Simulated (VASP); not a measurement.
Set up this calculation in VASP 6.6.1, as the native input.

| Quantity | Value |
| --- | --- |
| Task | relaxation of the atoms |
| Functional | PBE |
| Dispersion | D3(BJ) |
| Potentials or basis | VASP PAW PBE potentials, release 64 (Pt) |
| Cutoff | 400 eV |
| k mesh | 6 × 6 × 1 |
| Occupations | methfessel-paxton, width 0.1 eV |
| Spin | no spin polarisation |
| Atoms held fixed (from 0) | [0, 1, 2, 3, 4, 5, 6, 7] |
| Further INCAR settings | LREAL = Auto; ALGO = Fast; EDIFF = 1e-07; ISYM = 0; IBRION = 2; EDIFFG = -0.03; NSW = 120 |

The structure of Pt lies in POSCAR:

```
Pt
1.0
    5.5437171645      0.0000000000      0.0000000000
    2.7718585823      4.8009998959      0.0000000000
    0.0000000000      0.0000000000     23.2896391657
Pt
16
Selective dynamics
Direct
    0.0000000000      0.0000000000      0.1073438700  F F F
    0.5000000000      0.0000000000      0.1073438700  F F F
    0.0000000000      0.5000000000      0.1073438700  F F F
    0.5000000000      0.5000000000      0.1073438700  F F F
    0.1666666667      0.1666666667      0.2045206893  F F F
    0.6666666667      0.1666666667      0.2045206893  F F F
    0.1666666667      0.6666666667      0.2045206893  F F F
    0.6666666667      0.6666666667      0.2045206893  F F F
    0.8333333333      0.3333333333      0.3016975085  T T T
    0.3333333333      0.3333333333      0.3016975085  T T T
    0.8333333333      0.8333333333      0.3016975085  T T T
    0.3333333333      0.8333333333      0.3016975085  T T T
    0.0000000000      0.0000000000      0.3988743277  T T T
    0.5000000000      0.0000000000      0.3988743277  T T T
    0.0000000000      0.5000000000      0.3988743277  T T T
    0.5000000000      0.5000000000      0.3988743277  T T T
```

The cell was built by a generator and needn't be a form met in nature.

The input as run:

INCAR

```
PREC = Accurate
ENCUT = 400
EDIFF = 1E-7
ISMEAR = 1
SIGMA = 0.1
LREAL = Auto
LASPH = T
NELM = 60
ALGO = Fast
ISIF = 2
LWAVE = F
LCHARG = F
GGA = PE
IVDW = 12
IBRION = 2
NSW = 120
EDIFFG = -0.03
ISYM = 0
KPAR = 4
```

KPOINTS

```
regular mesh
0
Gamma
  6 6 1
```

Potentials or basis: VASP PAW PBE potentials, release 64 (Pt).

Launch:

```console
$ cat potpaw_PBE.64/Pt/POTCAR > POTCAR
$ mpirun -np 4 vasp_std > vasp.out
```

It gave:

| Property | Result |
| --- | --- |
| Energy gained by relaxing | 1.1 meV/atom |
| Ionic steps | 5 |
| Band gap on the k mesh | none (metal or under the smearing width) |
| Dispersion energy per atom | -0.579 eV |

It took 46 min on 4 MPI ranks on Intel(R) Xeon(R) Platinum 8375C CPU @ 2.90GHz (Ice Lake), with other jobs on the host, peak memory 0.88 GiB a rank.
